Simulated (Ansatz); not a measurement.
Structure: AlN in the NiAs structure, at its r2SCAN minimum. It is hexagonal, P6_3/mmc (No. 194); conventional cell a = 2.833 Å, c = 4.841 Å, 8.41 Å³ an atom. Al is surrounded by 6 N at 2.03 Å; N is surrounded by 6 Al at 2.03 Å.

```xyz
4
Lattice="2.8329 0.0000 0.0000 -1.4164 2.4533 0.0000 0.0000 0.0000 4.8410" Properties=species:S:1:pos:R:3 pbc="T T T"
Al    0.0000    0.0000    0.0000
Al    0.0000    0.0000    2.4205
N     0.0000    1.6355    1.2103
N     1.4164    0.8178    3.6308
```

The questions ask for values computed with Ansatz on this geometry. Note: simulated data, non-magnetic, for a generated structure that need not be the stable one.

Problem. What gap does PBE give, and where are the band edges?

Solution. With PBE the valence top lies at Γ and the conduction bottom at L–M (0.33 of the way from L), 4.92 eV higher; the smallest vertical gap, at Γ, is 5.17 eV.

Problem. How does the gap change from PBE to LDA (12×12×6)?

Solution. With LDA the valence top lies at Γ and the conduction bottom at L–M (0.36 of the way from L), 4.82 eV higher; the smallest vertical gap, at Γ, is 5.25 eV. The gap differs by -0.10 eV from PBE's.

Problem. How does the gap change from PBE to r2SCAN (12×12×6)?

Solution. r2SCAN gives an indirect gap of 5.69 eV, from Γ to L–M (0.36 of the way from L); the least direct gap is 5.91 eV at Γ. The gap differs by +0.77 eV from PBE's.

Problem. Estimate the gap with HSE06 on 9×9×4.

Solution. The HSE06 gap is indirect, 6.30 eV (Γ to L–M (0.36 of the way from L)), below the direct gap of 6.68 eV at Γ. The gap differs by +1.38 eV from PBE's.

Problem. What does PBE0 give for the gap (9×9×4 mesh)?

Solution. PBE0 gives an indirect gap of 7.04 eV, from Γ to L–M (0.36 of the way from L); the least direct gap is 7.42 eV at Γ. The gap differs by +2.12 eV from PBE's.

Problem. Order these levels by the gap that they give, smallest first.
A. PBE0
B. LDA
C. Hartree-Fock
D. r2SCAN
E. DDH-PBE0
F. PBE
G. HSE06

Solution. B (4.82 eV), F (4.92 eV), D (5.69 eV), G (6.30 eV), E (6.53 eV), A (7.04 eV), C (14.23 eV).

Problem. What does G0W0@PBE with 249 empty bands, a screening cutoff of 220 eV and a 6×6×4 mesh give?

Solution. 6.57 eV (the shift on the mesh added to PBE's least gap). Over the mesh points the PBE gap of 5.01 eV becomes a quasiparticle gap of 6.65 eV (Γ to L–M (0.50 of the way from L)), a change of +1.64 eV. Renormalisation factors Z lie between 0.78 and 0.84. G0W0 values are finite-basis, finite-mesh values.

Problem. Roughly how does the cost of the HSE06 run (9×9×4) compare with r2SCAN's (12×12×6)?

Solution. About 11 times as much (70 core-seconds against 6 core-seconds, on 2 threads of Arm Neoverse V2, on a shared host).

Problem. How do the levels compare, in gap and in cost?

Solution. r2SCAN covers 56 % of the step from PBE to HSE06, while HSE06 needs about 11 times r2SCAN's cost (on a coarser mesh). All these functionals give a gap of the same kind, indirect.

Where an edge lies off the special points, it is a point of the mesh or the k point where a search put PBE's edge or least direct gap, reused for the other functionals, whose own edges may lie a little apart.

The meshes of the hybrids are coarse, so their gaps aren't converged to the digits shown.

Set aside, since their points miss a band edge that the other levels read or their mesh is too coarse: LC-ωPBE.
